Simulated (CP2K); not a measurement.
Here is a CP2K 2026.2 calculation.

File si2w_bands.inp:

```
&GLOBAL
  PROJECT si2w_bands
  RUN_TYPE ENERGY_FORCE
  PRINT_LEVEL LOW
&END GLOBAL
&FORCE_EVAL
  METHOD QS
  STRESS_TENSOR ANALYTICAL
  &DFT
    BASIS_SET_FILE_NAME BASIS_MOLOPT_UZH
    POTENTIAL_FILE_NAME POTENTIAL_UZH
    &MGRID
      CUTOFF 675
      REL_CUTOFF 60
      NGRIDS 5
    &END MGRID
    &QS
      METHOD GPW
      EPS_DEFAULT 1.0E-9
    &END QS
    &KPOINTS
      SCHEME MONKHORST-PACK 12 12 12
      GAMMA_CENTERED T
      SYMMETRY T
      SYMMETRY_BACKEND SPGLIB
    &END KPOINTS
    &SCF
      SCF_GUESS ATOMIC
      EPS_SCF 1.0E-6
      MAX_SCF 100
      ADDED_MOS 15
      CHOLESKY OFF
      EPS_EIGVAL 1.0E-7
      &DIAGONALIZATION ON
        ALGORITHM STANDARD
      &END DIAGONALIZATION
      &MIXING ON
        METHOD BROYDEN_MIXING
        ALPHA 0.4
        BETA 1.5
        NBUFFER 8
      &END MIXING
      &SMEAR ON
        METHOD FERMI_DIRAC
        ELECTRONIC_TEMPERATURE [K] 580.226
      &END SMEAR
    &END SCF
    &XC
      &XC_FUNCTIONAL
        &MGGA_X_SCAN
        &END MGGA_X_SCAN
        &MGGA_C_SCAN
        &END MGGA_C_SCAN
      &END XC_FUNCTIONAL
    &END XC
    &PRINT
      &KPOINTS ON
      &END KPOINTS
      &MULLIKEN ON
      &END MULLIKEN
      &MO ON
        ENERGIES T
        OCCUPATION_NUMBERS T
        &EACH
          QS_SCF 0
        &END EACH
        ADD_LAST NUMERIC
      &END MO
      &LOWDIN ON
      &END LOWDIN
      &HIRSHFELD ON
        SHAPE_FUNCTION DENSITY
      &END HIRSHFELD
      &BAND_STRUCTURE
        FILE_NAME bands.bs
        ADDED_MOS 2
        &KPOINT_SET
          UNITS B_VECTOR
          NPOINTS 6
          SPECIAL_POINT GAMMA 0.00000000 0.00000000 0.00000000
          SPECIAL_POINT X 0.50000000 -0.50000000 0.00000000
          SPECIAL_POINT Y 0.50000000 -0.50000000 0.08423552
          SPECIAL_POINT S 0.29211776 -0.29211776 0.29211776
          SPECIAL_POINT GAMMA 0.00000000 0.00000000 0.00000000
          SPECIAL_POINT Z 0.50000000 0.50000000 -0.50000000
          SPECIAL_POINT S1 0.70788224 0.29211776 -0.29211776
          SPECIAL_POINT N 0.50000000 0.00000000 0.00000000
          SPECIAL_POINT P 0.75000000 -0.25000000 -0.25000000
          SPECIAL_POINT Y1 0.91576448 0.08423552 -0.50000000
          SPECIAL_POINT Z 0.50000000 0.50000000 -0.50000000
        &END KPOINT_SET
        &KPOINT_SET
          UNITS B_VECTOR
          NPOINTS 6
          SPECIAL_POINT X 0.50000000 -0.50000000 0.00000000
          SPECIAL_POINT P 0.75000000 -0.25000000 -0.25000000
        &END KPOINT_SET
      &END BAND_STRUCTURE
    &END PRINT
  &END DFT
  &SUBSYS
    &CELL
      A 4.5267083761 0.0000000000 0.0000000000
      B 2.2450260627 3.9307692250 0.0000000000
      C -3.3858672194 -1.9653846125 2.2724997734
      PERIODIC XYZ
    &END CELL
    &COORD
      SCALED
      W   0.0000000000 0.0000000000 0.0000000000
      Si  0.6653000000 0.6653000000 0.0000000000
      Si  0.3347000000 0.3347000000 0.0000000000
    &END COORD
    &KIND W
      BASIS_SET TZVP-MOLOPT-PBE-GTH-q14
      POTENTIAL GTH-PBE-q14
    &END KIND
    &KIND Si
      BASIS_SET TZVP-MOLOPT-PBE-GTH-q4
      POTENTIAL GTH-PBE-q4
    &END KIND
    &PRINT
      &ATOMIC_COORDINATES ON
      &END ATOMIC_COORDINATES
      &CELL ON
      &END CELL
    &END PRINT
  &END SUBSYS
  &PRINT
    &FORCES ON
    &END FORCES
    &STRESS_TENSOR ON
    &END STRESS_TENSOR
  &END PRINT
&END FORCE_EVAL
```

Potentials or basis: POTENTIAL_UZH W GTH-PBE-q14, Si GTH-PBE-q4; TZVP-MOLOPT-PBE-GTH basis.

The run is started by

```bash
$ OMP_NUM_THREADS=1 cp2k.psmp -i si2w_bands.inp -o si2w_bands.out
```

Task: Predict the Mulliken charges.

Result: W +0.16; Si -0.08 e.

Task: Estimate the band gap on the k mesh.

Result: None (metal or under the smearing width).

Task: Predict the Hirshfeld charges.

Result: W -0.01; Si +0.01 e.

Levels at the corners of the path, in eV from the Fermi level:
| point | band 8 | band 9 | band 10 | band 11 | band 12 | band 13 | band 14 | band 15 |
| --- | --- | --- | --- | --- | --- | --- | --- | --- |
| Γ | -3.43 | -2.96 | -2.96 | 0.59 | 2.61 | 3.09 | 3.09 | 4.28 |
| X | -5.83 | -5.32 | -3.51 | -2.04 | 2.70 | 3.38 | 3.43 | 4.18 |
| Y | -5.46 | -4.35 | -3.37 | -2.57 | 1.94 | 2.43 | 3.32 | 5.40 |
| S | -3.19 | -2.88 | -2.70 | -0.36 | 2.04 | 2.81 | 3.79 | 4.58 |
| Γ | -3.43 | -2.96 | -2.96 | 0.59 | 2.61 | 3.09 | 3.09 | 4.28 |
| Z | -2.77 | -0.86 | -0.86 | -0.56 | -0.56 | 0.79 | 4.45 | 5.03 |
| S1 | -3.19 | -2.88 | -2.70 | -0.36 | 2.04 | 2.81 | 3.79 | 4.58 |
| N | -5.11 | -2.99 | -2.92 | -0.48 | 2.97 | 3.06 | 4.08 | 4.67 |
| P | -6.96 | -3.24 | -2.69 | -2.69 | -0.02 | 3.38 | 3.91 | 4.35 |
| Y1 | -5.46 | -4.35 | -3.37 | -2.57 | 1.94 | 2.43 | 3.32 | 5.40 |
| Z | -2.77 | -0.86 | -0.86 | -0.56 | -0.56 | 0.79 | 4.45 | 5.03 |
| X | -5.83 | -5.32 | -3.51 | -2.04 | 2.70 | 3.38 | 3.43 | 4.18 |
| P | -6.96 | -3.24 | -2.69 | -2.69 | -0.02 | 3.38 | 3.91 | 4.35 |

Caveat: spin-orbit coupling is left out, which moves the levels of the heavy elements; the basis of atomic orbitals isn't converged, which shifts pressures, moduli and gaps.
